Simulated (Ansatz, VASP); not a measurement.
# Two plane-wave programs on Ti

The input INCAR:

```
ALGO = Normal ; EDIFF = 1E-6
ENCUT = 520 ; GGA = RE
ISIF = 2 ; ISMEAR = -1
LASPH = True ; LCHARG = False
LREAL = False ; LWAVE = False
NBANDS = 19 ; NELM = 100
PREC = Accurate ; SIGMA = 0.05
```

File KPOINTS:

```
k-points
0
Gamma
  6 6 3
```

POSCAR

```
Ti
1.0
    2.9500000000      0.0000000000      0.0000000000
   -1.4750000000      2.5547749412      0.0000000000
    0.0000000000      0.0000000000      4.6800000000
Ti
2
Direct
    0.6666666667      0.3333333333      0.7500000000
    0.3333333333      0.6666666667      0.2500000000
```

Contents of input.yaml:

```yaml
crystal:
  lattice:
    - [2.95, 0.0, 0.0]
    - [-1.475, 2.5547749412, 0.0]
    - [0.0, 0.0, 4.68]
  atoms:
    - { symbol: Ti, position: [0.6666666667, 0.3333333333, 0.75] }
    - { symbol: Ti, position: [0.3333333333, 0.6666666667, 0.25] }
hamiltonian:
  xc: revpbe
  pseudopotentials: { kind: paw }
kpoints:
  mp_grid: { grid: [6, 6, 3] }
  band_path:
    path:
      - [[0.0, 0.0, 0.0], [0.5, 0.0, 0.0], [0.3333333333, 0.3333333333, 0.0], [0.0, 0.0, 0.0], [0.0, 0.0, 0.5], [0.5, 0.0, 0.5], [0.3333333333, 0.3333333333, 0.5], [0.0, 0.0, 0.5]]
      - [[0.5, 0.0, 0.5], [0.5, 0.0, 0.0]]
      - [[0.3333333333, 0.3333333333, 0.0], [0.3333333333, 0.3333333333, 0.5]]
    npoints: 14
scf:
  occupations: { method: fermi_dirac, width: 0.05 }
  n_extra_bands: 6
output:
  forces: true
  stress: true
  eigenvalues: true
  fatbands: true
  write_density: true
  write_potential: true
  elf: true
  volumetric_format: npy
```

Alike in both runs: functional revPBE; k mesh 6 × 6 × 3; occupations fermi-dirac, width 0.05 eV; no spin polarisation.

|  | VASP | Ansatz |
| --- | --- | --- |
| version | VASP 6.6.1 | Ansatz 0.2.0 |
| potentials or method | VASP PAW PBE potentials, release 64 (Ti_sv) | Ansatz PAW |
| plane-wave cutoff (eV) | 520 | 420 |
| valence electrons in the cell | 24 | 24 |
| task | single point | band structure |

```csv
,VASP,Ansatz,Ansatz less VASP
gap on the k mesh at the Fermi level (eV),none,none,-
pressure (GPa),1.0,1.2,+0.24
largest component of the traceless stress (GPa),0.05,0.05,-0.002
```

A gap of «none» marks a metal or a gap that the smearing closes. With one functional, cell and mesh, what is left measures potentials, basis and numerics.

Caveats: the k mesh is coarse (spacing up to 0.45 Å⁻¹), so the values aren't converged; the PAW data sets were made with another functional, which shifts forces and pressure a little (VASP); the PAW data sets come from PBE, with cores solved anew for the run's functional, which leaves a small shift of forces and pressure (Ansatz).
